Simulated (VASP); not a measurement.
**VASP inputs for BeTe (strained zincblende)**

INCAR

```
PREC = Accurate
ISMEAR = 0
SIGMA = 0.01
LWAVE = .FALSE.
NBANDS = 11
ENCUT = 520
LREAL = .FALSE.
NSW = 0
IBRION = -1
LCHARG = .TRUE.
ALGO = Normal
NELM = 120
EDIFF = 1E-7
METAGGA = R2SCAN
LASPH = .TRUE.
ISIF = 2
LELF = .TRUE.
```

KPOINTS

```
KPOINTS created by Atomic Simulation Environment
0
Gamma
8 8 8
0 0 0
```

KPOINTS_OPT

```
special points
7
Reciprocal
0.0000000000 0.0000000000 0.0000000000 1
-0.5000000000 -0.5000000000 0.0000000000 1
-0.3750000000 -0.3750000000 0.2500000000 1
-0.3750000000 0.0000000000 0.3750000000 1
0.0000000000 0.0000000000 0.5000000000 1
-0.5000000000 -0.2500000000 0.2500000000 1
0.0000000000 0.5000000000 0.5000000000 1
```

POSCAR

```
Be Te
 1.0000000000000000
     0.0000000000000000    2.9134823341999998    2.9134823341999998
     2.9134823341999998    0.0000000000000000    2.9134823341999998
     2.9134823341999998    2.9134823341999998    0.0000000000000000
 Be  Te
   1   1
Cartesian
  0.0000000000000000  0.0000000000000000  0.0000000000000000
  1.4567411670999999  1.4567411670999999  1.4567411670999999
```

VASP ran with the recommended PBE PAW datasets (8 valence electrons in the cell).

Q: Predict the results.

A: gap between bands v and c 2.57 eV; least direct gap 3.74 eV; pressure -4.3 GPa.

Band v is the last that the valence electrons fill when counted band by band, and c is the next. Levels in eV from the top of v:

| point | v−1 | v | c | c+1 |
| --- | --- | --- | --- | --- |
| Γ | 0.00 | 0.00 | 3.74 | 4.10 |
| X | -2.37 | -2.37 | 2.57 | 3.11 |
| K | -3.46 | -1.99 | 3.21 | 5.63 |
| L | -1.00 | -1.00 | 3.27 | 5.06 |
| W | -3.30 | -2.83 | 5.61 | 5.99 |
